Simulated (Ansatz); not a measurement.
## Structure relaxation of BaZrO₃

Computed with Ansatz 0.2.0, DFT PBE, scalar-relativistic, plane waves, PAW.

The start is a database structure of BaZrO₃, space group Pm-3m (No. 221).

Input of the last, converged step (default PAW datasets):

```yaml
crystal:
  lattice:
    - [4.21238715, 0.0, 0.0]
    - [0.0, 4.21238715, 0.0]
    - [0.0, 0.0, 4.21238715]
  atoms:
    - { symbol: Ba, position: [0.0, 0.0, 0.0] }
    - { symbol: Zr, position: [0.5, 0.5, 0.5] }
    - { symbol: O, position: [0.5, 0.0, 0.5] }
    - { symbol: O, position: [0.5, 0.5, 0.0] }
    - { symbol: O, position: [0.0, 0.5, 0.5] }
basis:
  ecutwfc: 420
kpoints:
  mp_grid: { grid: [6, 6, 6] }
hamiltonian:
  xc: pbe
scf:
  occupations: { method: gaussian, width: 0.02 }
output:
  forces: true
  stress: true
  eigenvalues: true
  write_density: true
  write_potential: true
  elf: true
  volumetric_format: npy
relax:
  adjacent_minimum: "off"
  f_tol: 0.01
  max_steps: 80
  cell: { stress_tol: 0.05 }
```

Launched as:

```bash
ansatz run input.yaml --threads 1 --pin off --max-ram 2560MiB --backend cpu --events-out ev --progress --plain --runs-dir out
```

It took 10 s on 1 thread of Arm Neoverse V2 (shared host), peak memory 0.37 GiB.

End of the output:

```
SCF converged after 6 iterations
Free energy (F): -11844.694417 eV
Harris-Foulkes:  -11844.694417 eV  (|F-HF|=3.27e-11)
Internal energy: -11844.694417 eV  (E = F + TS)
E sigma→0 (E₀):  -11844.694417 eV
Fermi energy:    11.092736 eV
--- Per-component energies (eV) ---
  E_band       = -105.235896
  E_kinetic    = 1030.835680
  E_local      = -1968.673937  (includes V_loc(G=0)·N_el)
  E_nonlocal   = 275.797220
  E_hartree    = 696.054228
  E_xc         = -555.439282
  E_vxc        = -614.607048  (∫ρ·V_xc dr)
  E_paw        = -8652.105156  (= ΣΔE_a)
  E_vpaw       = -220.703540  (= ΣTr[D̂ρ^β])
  E_aug_tail   = 0.007392  (compensation charges beyond the density's cutoff)
  E_ewald      = -2671.170563
  E_smearing   =  0.000000  (= −TS)
  E_closure    = 0.000000  (closes the sum)
  Σ components = -11844.694417   (vs F -11844.694417, Δ=0.00e0)
--- Forces (eV/Å), atoms counted from 1 ---
  atom   1  Ba     0.00000000     0.00000000     0.00000000
  atom   2  Zr     0.00000000     0.00000000     0.00000000
  atom   3  O      0.00000000     0.00000000     0.00000000
  atom   4  O      0.00000000     0.00000000     0.00000000
  atom   5  O      0.00000000     0.00000000     0.00000000
  max |Σ_I F_I| component: 6.00e-29 eV/Å
--- Stress (GPa, compression-positive) ---
        0.043142       0.000000       0.000000
        0.000000       0.043142       0.000000
        0.000000       0.000000       0.043142
  P = ⅓ Tr σ = 0.0431 GPa (0.431 kbar)
--- Relaxed structure (3 steps of the walk, 3 accepted, 1 SCFs on fresh bases) ---
  F+E_penalty+E_count = -11844.69441739 eV   max|allowed force component| = 3.850e-29 eV/Å   (the final SCF, on the basis selected at the relaxed cell)
  cell:  # Å, volume = 75.5160 Å³
    - [4.226812, 0.000000, 0.000000]
    - [0.000000, 4.226812, 0.0]
    - [0.000000, 0.0, 4.226812]
  atoms:
    - { symbol: Ba, position: [0.000000, 0.000000, 0.000000] }
    - { symbol: Zr, position: [0.500000, 0.500000, 0.500000] }
    - { symbol: O, position: [0.500000, 0.000000, 0.500000] }
    - { symbol: O, position: [0.500000, 0.500000, 0.000000] }
    - { symbol: O, position: [0.000000, 0.500000, 0.500000] }
```

Total energies depend on the potentials used, so only differences within one code and one set of settings carry meaning.

The result has space group Pm-3m (No. 221). Ba is coordinated by 12 O at 2.99 Å; Zr has 6 O at 2.11 Å; around O lie 2 Zr at 2.11 Å.

Against the elements it lies at -3.283 eV/atom. Formation energies are uncorrected and refer to the elements' standard structures at the same level (O₂ as a molecule).

A later test with randomly moved atoms came back to it.